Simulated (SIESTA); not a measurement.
CdSe (Cadmoselite):

```
Cd Se
1.0
     4.30000    0.00000    0.00000
    -2.15000    3.72391    0.00000
     0.00000    0.00000    7.02000
Cd Se
2 2
Direct
  0.66667 0.33333 0.50000
  0.33333 0.66667 0.00000
  0.66667 0.33333 0.88500
  0.33333 0.66667 0.38500
```

Base run:

* Program: SIESTA 5.4.2
* Functional: PBE
* Potentials or basis: PseudoDojo 0.4 standard (PBE files)
* Basis: DZP (energy shift 0.002 Ry)
* Grid cutoff: 800 Ry
* Energy shift: 0.002 Ry
* k mesh: 7 × 7 × 4
* Occupations: fermi-dirac, width 0.05 eV
* Spin: no spin polarisation

Its results: band gap on the k mesh 0.96 eV, direct; pressure 4.0 GPa; largest force 0.334 eV/Å.

**Question.** After a change of settings the same cell gave: band gap on the k mesh 1.40 eV, direct; pressure 5.0 GPa; largest force 0.359 eV/Å. Which change was it?
A. functional from PBE to vdW-DF-cx
B. functional from PBE to revPBE
C. basis from DZP (energy shift 0.002 Ry) to DZP (energy shift 0.003 Ry; two zetas on semicore shells); energy shift from 0.002 Ry to 0.003 Ry
D. potentials or basis from PseudoDojo 0.4 standard (PBE files) to SG15 1.2 (PBE files) or PseudoDojo by element; valence electrons from 72 to 52

**Answer.** D.

Caveats: semicore shells carry a single zeta, which can move pressures by several GPa and volumes by a few percent; the basis of atomic orbitals isn't converged, which shifts pressures, moduli and gaps.

Not every run made on this cell is shown here.
